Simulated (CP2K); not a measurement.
Runs of CP2K 2026.2 on Be. Symmetry: P6_3/mmc, No. 194, hexagonal system. Conventional cell: a = 2.285 Å, b = 2.285 Å, c = 3.584 Å, α = 90.00°, β = 90.00°, γ = 120.00°. Around Be (site symmetry -6m2) lie 12 Be at 2.23 to 2.29 Å. 

| level | potentials or basis | smearing | NGRIDS | basis sets | potentials | points a segment of the path (NPOINTS) | bands added on the path | gap on the mesh (eV) | pressure (GPa) |
| --- | --- | --- | --- | --- | --- | --- | --- | --- | --- |
| PBEsol | POTENTIAL_UZH Be GTH-PBE-q4; TZVP-MOLOPT-PBE-GTH basis | fermi-dirac 0.05 eV | 4 | Be TZVP-MOLOPT-PBE-GTH-q4 | Be GTH-PBE-q4 of POTENTIAL_UZH | 6 | 4 | none | (a) |
| LDA | GTH_POTENTIALS Be GTH-PADE-q4; TZVP-MOLOPT-PBE-GTH basis | fermi-dirac 0.1 eV | 4 | Be TZVP-MOLOPT-PBE-GTH-q4 | Be GTH-PADE-q4 of GTH_POTENTIALS | 8 | 6 | none | -7.6 |
| TB-mBJ | POTENTIAL_UZH Be GTH-PBE-q4; TZVP-MOLOPT-PBE-GTH basis | fermi-dirac 0.0259 eV | 4 | Be TZVP-MOLOPT-PBE-GTH-q4 | Be GTH-PBE-q4 of POTENTIAL_UZH | 6 | 4 | none | - |
| PBE | POTENTIAL_UZH Be GTH-PBE-q4; TZVP-MOLOPT-PBE-GTH basis | fermi-dirac 0.05 eV | 4 | Be TZVP-MOLOPT-PBE-GTH-q4 | Be GTH-PBE-q4 of POTENTIAL_UZH | 8 | 6 | none | -2.2 |
| r2SCAN | POTENTIAL_UZH Be GTH-SCAN-q4; TZVP-MOLOPT-SCAN-GTH basis | fermi-dirac 0.0259 eV | 5 | Be TZVP-MOLOPT-SCAN-GTH-q4 | Be GTH-SCAN-q4 of POTENTIAL_UZH | 10 | 6 | none | -2.2 |

Alike in all rows: task band structure; no spin polarisation; cell as given; k mesh 13 × 13 × 8.

Task: Estimate the missing entries.

Result: (a) -3.5.

Caveats: the basis of atomic orbitals isn't converged, which shifts pressures, moduli and gaps; the potentials were made for another functional, which shifts forces and pressure (some runs); this is a model potential without an energy functional, so only levels have meaning (some runs).

A gap of «none» marks a metal or a gap under the smearing width.
